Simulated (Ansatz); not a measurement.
# Al2O3 (Corundum): the cost of one run

Method: DFT PBEsol, scalar-relativistic, plane waves, PAW, in Ansatz 0.2.0.

2 further runs of the same task are left out: 2 set aside as unsound or not needed.

### Step 1. Starting point

The structure is trigonal, space group R-3c (No. 167). Conventional cell: a = 4.774 Å, b = 4.774 Å, c = 13.015 Å, α = 90.00°, β = 90.00°, γ = 120.00°. Al (site symmetry 3) has 6 O at 1.86 to 1.97 Å as nearest neighbours. Around O (site symmetry 2) lie 4 Al at 1.86 to 1.97 Å.

Structure file:

```cif
data_structure
_symmetry_space_group_name_H-M 'R-3c:H'
_symmetry_Int_Tables_number 167
_cell_length_a 4.7738
_cell_length_b 4.7738
_cell_length_c 13.0146
_cell_angle_alpha 90.000
_cell_angle_beta 90.000
_cell_angle_gamma 120.000
_cell_volume 256.86
loop_
_atom_site_label
_atom_site_type_symbol
_atom_site_symmetry_multiplicity
_atom_site_Wyckoff_symbol
_atom_site_fract_x
_atom_site_fract_y
_atom_site_fract_z
_atom_site_occupancy
Al1 Al 12 c 0.66667 0.33333 0.18541 1
O1 O 18 e 0.63919 0.66667 0.41667 1
```

This cell was relaxed beforehand with the same method: volume 8.56 Å³/atom, gap on the mesh 6.03 eV.

### Step 2. Phonon dispersion

input.yaml

```yaml
crystal:
  lattice:
    - [2.3868967408, 1.3780754758, 4.3382033453]
    - [-2.3868967408, 1.3780754758, 4.3382033453]
    - [0.0, -2.7561509517, 4.3382033453]
  atoms:
    - { symbol: Al, position: [0.3520791481, 0.3520791481, 0.3520791481] }
    - { symbol: Al, position: [0.1479208519, 0.1479208519, 0.1479208519] }
    - { symbol: Al, position: [0.6479208519, 0.6479208519, 0.6479208519] }
    - { symbol: Al, position: [0.8520791481, 0.8520791481, 0.8520791481] }
    - { symbol: O, position: [0.5558606231, 0.9441393769, 0.25] }
    - { symbol: O, position: [0.25, 0.5558606231, 0.9441393769] }
    - { symbol: O, position: [0.9441393769, 0.25, 0.5558606231] }
    - { symbol: O, position: [0.4441393769, 0.0558606231, 0.75] }
    - { symbol: O, position: [0.75, 0.4441393769, 0.0558606231] }
    - { symbol: O, position: [0.0558606231, 0.75, 0.4441393769] }
basis:
  ecutwfc: 420
kpoints:
  mp_grid: { grid: [6, 6, 6] }
hamiltonian:
  xc: pbesol
scf:
  occupations: { method: fixed }
output:
  eigenvalues: true
phonons:
  method: dfpt
  dielectric: true
  rigid_motions: translations
  eigenvectors: true
  qmesh: [3, 3, 3]
  temperatures: { t_max: 1000, t_step: 100 }
  qpath:
    path:
      - [[0.0, 0.0, 0.0], [0.5, 0.5, 0.5], [0.76606124, 0.23393876, 0.5]]
      - [[0.5, -0.23393876, 0.23393876], [0.5, 0.0, 0.0], [0.0, 0.0, 0.0], [0.36696938, -0.36696938, 0.0]]
      - [[0.63303062, 0.0, 0.36696938], [0.5, 0.0, 0.5], [0.0, 0.0, 0.0]]
    npoints: 8
```

The run is started by

```sh
$ ansatz run input.yaml --threads 4 --pin off --max-ram 10240MiB --backend cpu --events-out ev --progress --plain --runs-dir out
```

What time and memory should one allow on 4 threads of Arm Neoverse V2, shared host?

About 9.6 min, with a peak of 1.7 GiB.
